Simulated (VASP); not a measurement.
# InP (F-43m) in VASP: further runs, part 2 of 2

VASP 6.6.1.

### 4 Electric field gradients, r2SCAN

Input file POSCAR:

```
InP
1.0
    0.0000000000      2.9305000000      2.9305000000
    2.9305000000      0.0000000000      2.9305000000
    2.9305000000      2.9305000000      0.0000000000
In P
1 1
Direct
    0.0000000000      0.0000000000      0.0000000000
    0.7500000000      0.7500000000      0.7500000000
```

Input file INCAR.step1:

```
ALGO     = Normal         # electronic algorithm
EDIFF    = 1E-4           # SCF threshold, eV
ENCUT    = 520            # plane-wave cutoff, eV
GGA      = PE             # functional
ISMEAR   = -1             # smearing method
LASPH    = T              # aspherical terms in the spheres
LCHARG   = F              # write CHGCAR
LREAL    = F              # projectors in reciprocal space
LWAVE    = T              # write WAVECAR
NBANDS   = 16             # bands
NELM     = 80             # most SCF steps
PREC     = Accurate       # precision mode
SIGMA    = 0.03           # smearing width, eV
```

Input file INCAR.step2:

```
ALGO     = Normal         # electronic algorithm
EDIFF    = 1E-8           # SCF threshold, eV
ENCUT    = 520            # plane-wave cutoff, eV
ISIF     = 2              # what is computed and relaxed
ISMEAR   = -1             # smearing method
ISTART   = 1            
LASPH    = T              # aspherical terms in the spheres
LCHARG   = F              # write CHGCAR
LEFG     = T            
LMIXTAU  = T            
LREAL    = F              # projectors in reciprocal space
LWAVE    = F              # write WAVECAR
METAGGA  = R2SCAN         # meta-GGA
NBANDS   = 16             # bands
NELM     = 80             # most SCF steps
PREC     = Accurate       # precision mode
SIGMA    = 0.03           # smearing width, eV
```

Input file KPOINTS:

```
k-points
0
Gamma
  11 11 11
```

Potentials or basis: VASP PAW PBE potentials, release 64 (In_d, P).

Command:

```console
$ cat potpaw_PBE.64/In_d/POTCAR potpaw_PBE.64/P/POTCAR > POTCAR
$ cp INCAR.step1 INCAR
$ mpirun -np 1 vasp_std > vasp.out
$ cp INCAR.step2 INCAR
$ mpirun -np 1 vasp_std > vasp.out
```

OUTCAR:

```text
EDIFF = 1E-8
   ENCUT = 520
   ISIF = 2
   ISMEAR = -1
   ISTART = 1
   LASPH = T
   LREAL = F
   METAGGA = R2SCAN
   NELM = 80
   PREC = Accurate

 ion  position               nearest neighbor table
   1  0.000  0.000  0.000-   2 2.54   2 2.54   2 2.54   2 2.54
   2  0.750  0.750  0.750-   1 2.54   1 2.54   1 2.54   1 2.54

  LATTYP: Found a face centered cubic cell.
 ALAT       =     5.8610000000

  Lattice vectors:

 A1 = (   0.0000000000,   2.9305000000,   2.9305000000)
 A2 = (   2.9305000000,   0.0000000000,   2.9305000000)
 A3 = (   2.9305000000,   2.9305000000,   0.0000000000)

Analysis of symmetry for initial positions (statically):
=====================================================================
 Subroutine PRICEL returns:
 Original cell was already a primitive cell.

 Routine SETGRP: Setting up the symmetry group for a
 face centered cubic supercell.

 Subroutine GETGRP returns: Found 24 space group operations
 (whereof 24 operations were pure point group operations)
 out of a pool of 48 trial point group operations.

The static configuration has the point symmetry T_d .

Analysis of symmetry for dynamics (positions and initial velocities):
=====================================================================
 Subroutine PRICEL returns:
 Original cell was already a primitive cell.

 Routine SETGRP: Setting up the symmetry group for a
 face centered cubic supercell.

 Subroutine GETGRP returns: Found 24 space group operations
 (whereof 24 operations were pure point group operations)
 out of a pool of 48 trial point group operations.

The dynamic configuration has the point symmetry T_d .
[... 149 lines left out ...]
 cond. band min:       6.1804815876   @ k =   0.0000   0.0000   0.0000
 fundamental gap:      1.1694304092
 Fermi energy:         5.6175549486

 k-point     1 :       0.0000    0.0000    0.0000
  band No.  band energies     occupation
      1      -9.6429      2.00000
      2      -9.6429      2.00000
      3      -9.6429      2.00000
      4      -9.4634      2.00000
      5      -9.4634      2.00000
      6      -6.9894      2.00000
[... 433 lines left out ...]
      3      -9.6028      2.00000
      4      -9.4686      2.00000
      5      -9.4551      2.00000
      6      -6.0058      2.00000
[... 8 lines left out ...]
     15      15.3874      0.00000
     16      16.8082      0.00000

 [... further k-points ...]
[... 5 lines left out ...]
  --------------------------------------------------------------------------------------
  -------------------------------------------------------------------------------------
  Total        0.4934516      0.4934516      0.4934516      0.0000000      0.0000000     -0.0000000
  in kB       15.7072428     15.7072428     15.7072428      0.0000000      0.0000000     -0.0000000
  external PRESSURE =      15.7072428 kB  Pullay stress =       0.0000000 kB

 VOLUME and BASIS-vectors are now :
 -----------------------------------------------------------------------------
  energy-cutoff  :      520.00
  volume of cell :       50.33
      direct lattice vectors                 reciprocal lattice vectors
     0.000000000  2.930500000  2.930500000    -0.170619348  0.170619348  0.170619348
     2.930500000  0.000000000  2.930500000     0.170619348 -0.170619348  0.170619348
     2.930500000  2.930500000  0.000000000     0.170619348  0.170619348 -0.170619348

 POSITION                                       TOTAL-FORCE (eV/Angst)
 -----------------------------------------------------------------------------------
      0.00000      0.00000      0.00000        -0.000000     -0.000000     -0.000000
      4.39575      4.39575      4.39575         0.000000      0.000000      0.000000
 -----------------------------------------------------------------------------------
    total drift:                                0.000002      0.000002      0.000002

  FREE ENERGIE OF THE ION-ELECTRON SYSTEM (eV)
  ---------------------------------------------------
  free  energy   TOTEN  =       -32.2930744112 eV

  energy  without entropy=      -32.2930744112  energy(sigma->0) =      -32.29307441

 Electric field gradients (V/A^2)
---------------------------------------------------------------------
 ion       V_xx      V_yy      V_zz      V_xy      V_xz      V_yz
---------------------------------------------------------------------
   1      -0.000     0.000     0.000     0.002     0.002     0.002
   2      -0.000     0.000    -0.000    -0.000    -0.000    -0.000
---------------------------------------------------------------------

 Electric field gradients after diagonalization (V/A^2)
 (convention: |V_zz| > |V_xx| > |V_yy|)
----------------------------------------------------------------------
 ion       V_xx      V_yy      V_zz     asymmetry (V_yy - V_xx)/ V_zz
----------------------------------------------------------------------
   1      -0.002    -0.002     0.005       0.000
   2       0.000     0.000    -0.000       0.000
----------------------------------------------------------------------

           NMR quadrupolar parameters

 Cq : quadrupolar parameter    Cq=e*Q*V_zz/h
 eta: asymmetry parameters     (V_yy - V_xx)/ V_zz
 Q  : nuclear electric quadrupole moment in mb (millibarn)
----------------------------------------------------------------------
 ion       Cq(MHz)       eta       Q (mb)
----------------------------------------------------------------------
   1       0.000       0.000       1.000
   2      -0.000       0.000       1.000
----------------------------------------------------------------------
```

OSZICAR.step1:

```text
N       E                     dE             d eps       ncg     rms          rms(c)
DAV:   1     0.113807326077E+03    0.11381E+03   -0.84075E+03  1800   0.124E+03
DAV:   2    -0.126250310626E+01   -0.11507E+03   -0.11004E+03  2000   0.299E+02
DAV:   3    -0.859984406851E+01   -0.73373E+01   -0.73094E+01  2304   0.743E+01
DAV:   4    -0.879563862917E+01   -0.19579E+00   -0.19573E+00  2360   0.131E+01
DAV:   5    -0.880418703709E+01   -0.85484E-02   -0.85483E-02  2584   0.230E+00    0.570E+00
DAV:   6    -0.841082968726E+01    0.39336E+00   -0.62011E-01  2872   0.129E+01    0.342E+00
DAV:   7    -0.838152345926E+01    0.29306E-01   -0.16149E-01  2632   0.320E+00    0.126E+00
DAV:   8    -0.838187191399E+01   -0.34845E-03   -0.15696E-02  2248   0.148E+00    0.335E-01
DAV:   9    -0.838249373840E+01   -0.62182E-03   -0.13234E-03  2232   0.386E-01    0.158E-01
DAV:  10    -0.838263972383E+01   -0.14599E-03   -0.23758E-04  2352   0.209E-01    0.955E-02
DAV:  11    -0.838271520947E+01   -0.75486E-04   -0.13281E-04  2032   0.105E-01
   1 F= -.83827152E+01 E0= -.83827152E+01  d E =-.157718E-07
```

Wall time 66 s (1 thread of Intel Xeon 6975P-C (Granite Rapids), shared host); peak memory 0.21 GiB.

Results:

| Property | Result |
| --- | --- |
| Free energy | -32.2931 eV |
| Pressure | 1.6 GPa |
| Band gap on the k mesh | 1.17 eV, direct |

Levels at points of the mesh, in eV from the valence-band top:
```tsv
k point	band 6	band 7	band 8	band 9	band 10	band 11	band 12	band 13
(0.00, 0.00, 0.00)	-12.00	0.00	0.00	0.00	1.17	4.44	4.44	4.44
```

Caveat: without QUAD_EFG the Cq values of the log hold for a quadrupole moment of 1 mb, not for the nuclei; the PAW data sets were made with another functional, which shifts forces and pressure a little; spin-orbit coupling is left out, which moves the levels of the heavy elements.

### 5 Electric field gradients, PBE, non-collinear spin, zero start, spin-orbit coupling

Input file INCAR:

```
SYSTEM = InP
  ALGO = Normal
  EDIFF = 1E-8
  ENCUT = 520
  GGA = PE
  GGA_COMPAT = .FALSE.
  ISIF = 2
  ISMEAR = -1
  LASPH = .TRUE.
  LCHARG = .FALSE.
  LEFG = .TRUE.
  LNONCOLLINEAR = .TRUE.
  LORBIT = 11
  LORBMOM = .TRUE.
  LREAL = .FALSE.
  LSORBIT = .TRUE.
  LWAVE = .FALSE.
  MAGMOM = 0 0 0 0 0 0
  NBANDS = 30
  NELM = 150
  PREC = Accurate
  SIGMA = 0.03
```

Input file KPOINTS:

```
k-points
0
G
  11 11 11
  0 0 0
```

POSCAR is that of step 4.

Potentials or basis: VASP PAW PBE potentials, release 64 (In_d, P).

Command:

```console
$ cat potpaw_PBE.64/In_d/POTCAR potpaw_PBE.64/P/POTCAR > POTCAR
$ mpirun -np 1 vasp_ncl > vasp.out
```

OUTCAR:

```text
SYSTEM = InP
   EDIFF = 1E-8
   ENCUT = 520
   GGA = PE
   ISIF = 2
   ISMEAR = -1
   LASPH = .TRUE.
   LNONCOLLINEAR = .TRUE.
   LORBIT = 11
   LREAL = .FALSE.
   LSORBIT = .TRUE.
   NELM = 150
   PREC = Accurate

 ion  position               nearest neighbor table
   1  0.000  0.000  0.000-   2 2.54   2 2.54   2 2.54   2 2.54
   2  0.750  0.750  0.750-   1 2.54   1 2.54   1 2.54   1 2.54

  LATTYP: Found a face centered cubic cell.
 ALAT       =     5.8610000000

  Lattice vectors:

 A1 = (   0.0000000000,   2.9305000000,   2.9305000000)
 A2 = (   2.9305000000,   0.0000000000,   2.9305000000)
 A3 = (   2.9305000000,   2.9305000000,   0.0000000000)

Analysis of symmetry for initial positions (statically):
=====================================================================
 Subroutine PRICEL returns:
 Original cell was already a primitive cell.

 Routine SETGRP: Setting up the symmetry group for a
 face centered cubic supercell.

 Subroutine GETGRP returns: Found 24 space group operations
 (whereof 24 operations were pure point group operations)
 out of a pool of 48 trial point group operations.

The static configuration has the point symmetry T_d .

Analysis of symmetry for dynamics (positions and initial velocities):
=====================================================================
 Subroutine PRICEL returns:
 Original cell was already a primitive cell.

 Routine SETGRP: Setting up the symmetry group for a
 face centered cubic supercell.

 Subroutine GETGRP returns: Found 24 space group operations
 (whereof 24 operations were pure point group operations)
 out of a pool of 48 trial point group operations.

The dynamic configuration has the point symmetry T_d .

Analysis of structural, dynamic, and magnetic symmetry:
=====================================================================
 Subroutine PRICEL returns:
 Original cell was already a primitive cell.

 Routine SETGRP: Setting up the symmetry group for a
 face centered cubic supercell.

 Subroutine GETGRP returns: Found 24 space group operations
 (whereof 24 operations were pure point group operations)
 out of a pool of 48 trial point group operations.

The overall configuration has the point symmetry T_d .

[... 1028 lines left out ...]
            0.000   0.000   0.000

 orbital moment (z)

 # of ion     p       d       tot
 ----------------------------------------
  1         0.000   0.000   0.000
  2         0.000   0.000   0.000
 ----------------------------------------
            0.000   0.000   0.000

 Spin-Orbit-Coupling matrix elements

 Ion:    1  E_soc:     -0.0714841
 l=   1
     0.0000000    -0.0054136    -0.0054136
    -0.0054136     0.0000000    -0.0054136
    -0.0054136    -0.0054136     0.0000000
 l=   2
     0.0000000    -0.0013311     0.0000000    -0.0013311    -0.0051693
    -0.0013311     0.0000000    -0.0038770    -0.0013311    -0.0012923
     0.0000000    -0.0038770     0.0000000    -0.0038770     0.0000000
    -0.0013311    -0.0013311    -0.0038770     0.0000000    -0.0012923
    -0.0051693    -0.0012923     0.0000000    -0.0012923     0.0000000
 l=   3
     0.0000000     0.0000000     0.0000000     0.0000000     0.0000000     0.0000000     0.0000000
     0.0000000     0.0000000     0.0000000     0.0000000     0.0000000     0.0000000     0.0000000
     0.0000000     0.0000000     0.0000000     0.0000000     0.0000000     0.0000000     0.0000000
     0.0000000     0.0000000     0.0000000     0.0000000     0.0000000     0.0000000     0.0000000
     0.0000000     0.0000000     0.0000000     0.0000000     0.0000000     0.0000000     0.0000000
     0.0000000     0.0000000     0.0000000     0.0000000     0.0000000     0.0000000     0.0000000
     0.0000000     0.0000000     0.0000000     0.0000000     0.0000000     0.0000000     0.0000000

 Ion:    2  E_soc:     -0.0011273
 l=   1
     0.0000000    -0.0001879    -0.0001879
    -0.0001879     0.0000000    -0.0001879
    -0.0001879    -0.0001879     0.0000000
 l=   2
     0.0000000     0.0000000     0.0000000     0.0000000     0.0000000
     0.0000000     0.0000000     0.0000000     0.0000000     0.0000000
     0.0000000     0.0000000     0.0000000     0.0000000     0.0000000
     0.0000000     0.0000000     0.0000000     0.0000000     0.0000000
     0.0000000     0.0000000     0.0000000     0.0000000     0.0000000
 l=   3
     0.0000000     0.0000000     0.0000000     0.0000000     0.0000000     0.0000000     0.0000000
     0.0000000     0.0000000     0.0000000     0.0000000     0.0000000     0.0000000     0.0000000
     0.0000000     0.0000000     0.0000000     0.0000000     0.0000000     0.0000000     0.0000000
     0.0000000     0.0000000     0.0000000     0.0000000     0.0000000     0.0000000     0.0000000
     0.0000000     0.0000000     0.0000000     0.0000000     0.0000000     0.0000000     0.0000000
     0.0000000     0.0000000     0.0000000     0.0000000     0.0000000     0.0000000     0.0000000
     0.0000000     0.0000000     0.0000000     0.0000000     0.0000000     0.0000000     0.0000000

 total charge

# of ion       s       p       d       tot
------------------------------------------
    1        0.828   0.769   9.901  11.497
    2        1.030   1.497   0.000   2.527
--------------------------------------------------
tot          1.858   2.266   9.901  14.024

 magnetization (x)

# of ion       s       p       d       tot
------------------------------------------
    1        0.000  -0.000   0.000  -0.000
    2        0.000   0.000   0.000   0.000
--------------------------------------------------
tot          0.000   0.000   0.000   0.000

 magnetization (y)

# of ion       s       p       d       tot
------------------------------------------
    1        0.000   0.000   0.000   0.000
    2        0.000   0.000   0.000   0.000
--------------------------------------------------
tot          0.000   0.000   0.000   0.000

 magnetization (z)

# of ion       s       p       d       tot
------------------------------------------
    1       -0.000   0.000  -0.000   0.000
    2        0.000  -0.000   0.000  -0.000
--------------------------------------------------
tot          0.000   0.000  -0.000  -0.000
```

OSZICAR:

```text
N       E                     dE             d eps       ncg     rms          rms(c)
DAV:   1     0.158907107456E+03    0.15891E+03   -0.80051E+03  5508   0.136E+03
DAV:   2     0.906204198221E+01   -0.14985E+03   -0.14262E+03  5554   0.368E+02
DAV:   3    -0.803597469072E+01   -0.17098E+02   -0.16801E+02  6666   0.129E+02
DAV:   4    -0.879737294075E+01   -0.76140E+00   -0.75940E+00  6648   0.272E+01
[... 11 lines left out ...]
DAV:  16    -0.841878448146E+01   -0.30479E-07   -0.10370E-08  6374   0.109E-03    0.219E-03
DAV:  17    -0.841878452382E+01   -0.42364E-07   -0.19152E-09  3708   0.467E-04    0.112E-03
DAV:  18    -0.841878453383E+01   -0.10011E-07   -0.82724E-10  3402   0.350E-04    0.653E-04
DAV:  19    -0.841878454444E+01   -0.10612E-07   -0.66698E-10  3330   0.369E-04    0.177E-04
DAV:  20    -0.841878454701E+01   -0.25643E-08   -0.24016E-10  3300   0.158E-04
   1 F= -.84187845E+01 E0= -.84187845E+01  d E =-.201489E-07  mag=     0.0000     0.0000     0.0000
```

Wall time 3.1 min (1 thread of Intel Xeon 6975P-C (Granite Rapids), shared host); peak memory 0.43 GiB.

Results:

```
Free energy                                           : -8.4188 eV
Pressure                                              : 3.2 GPa
Net moment                                            : 0.00 μB per cell
Valence electrons inside the program's atomic spheres : In 11.50; P 2.53
```

Moments on the atoms (μB; x, y, z):
```
In  0.00 0.00 0.00
P   0.00 0.00 0.00
```

Caveat: without QUAD_EFG the Cq values of the log hold for a quadrupole moment of 1 mb, not for the nuclei.

### 6 Overview

```tsv
level	potentials or basis	spin	gap on the mesh (eV)	pressure (GPa)
LDA	VASP PAW LDA potentials, release 64 (In_d, P)	off	0.51	-1.2
PBEsol	VASP PAW PBE potentials, release 64 (In_d, P)	off	0.62	0.6
r2SCAN	VASP PAW PBE potentials, release 64 (In_d, P)	off	1.17	1.6
PBE	VASP PAW PBE potentials, release 64 (In_d, P)	non-collinear, zero start, SOC	-	3.2
```

Alike in all rows: task electric field gradients; cell as given; k mesh 11 × 11 × 11; cutoff (eV) 520; smearing fermi-dirac 0.03 eV.

Caveats: spin-orbit coupling is left out, which moves the levels of the heavy elements (some runs); the PAW data sets were made with another functional, which shifts forces and pressure a little (some runs).

Total energies depend on the potentials used, so only differences within one code and one set of settings carry meaning.

### 7 Comparison with measurements

Step 2. Measured gap of InP: 1.4236 eV (direct; 1.6 K; a printed reference work, data compilation). This calculation gives 0.51 eV (-0.91 eV). Spin-orbit coupling on In is left out. The value is that of LDA, without temperature or zero-point motion. Semilocal functionals fall short of measured gaps as a rule.

Step 3. Against the measured gap of InP, 1.4236 eV (direct; 1.6 K; a printed reference work, data compilation), the calculated 0.62 eV is off by -0.81 eV. Spin-orbit coupling on In is left out. The value is that of PBEsol, without temperature or zero-point motion. Semilocal functionals fall short of measured gaps as a rule.

Step 4. Measured gap of InP: 1.4236 eV (direct; 1.6 K; a printed reference work, data compilation). This calculation gives 1.17 eV (-0.25 eV). Spin-orbit coupling on In is left out. The value is that of r2SCAN, without temperature or zero-point motion.
